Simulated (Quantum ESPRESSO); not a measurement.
Li2S:

```xyz
3
Lattice="0.0000 2.8445 2.8445 2.8445 0.0000 2.8445 2.8445 2.8445 0.0000" Properties=species:S:1:pos:R:3 pbc="T T T"
S     0.0000    0.0000    0.0000
Li    4.2668    4.2668    4.2668
Li    1.4223    1.4223    1.4223
```

Base run:

```yaml
Program: Quantum ESPRESSO 7.5
Functional: PBE
Potentials_or_basis: SSSP 1.3 efficiency PBE
Cutoff: 748 eV
Density_cutoff: 5987 eV
k_mesh: 8 × 8 × 8
Occupations: fermi-dirac, width 0.05 eV
Spin: no spin polarisation
```

Its results: band gap on the k mesh 3.39 eV, indirect (least direct gap 4.29 eV); pressure 0.4 GPa.

Question: The run is repeated on the same cell with these changes: functional from PBE to LDA; potentials or basis from SSSP 1.3 efficiency PBE to GBRV 1.5 LDA; cutoff from 748 eV to 612 eV; density cutoff from 5987 eV to 4898 eV. What comes out?

Answer: Band gap on the k mesh 3.17 eV, indirect (least direct gap 4.08 eV); pressure -2.6 GPa.

Caveats: some levels on the path didn't converge (some runs).

Not every run made on this cell is shown here.
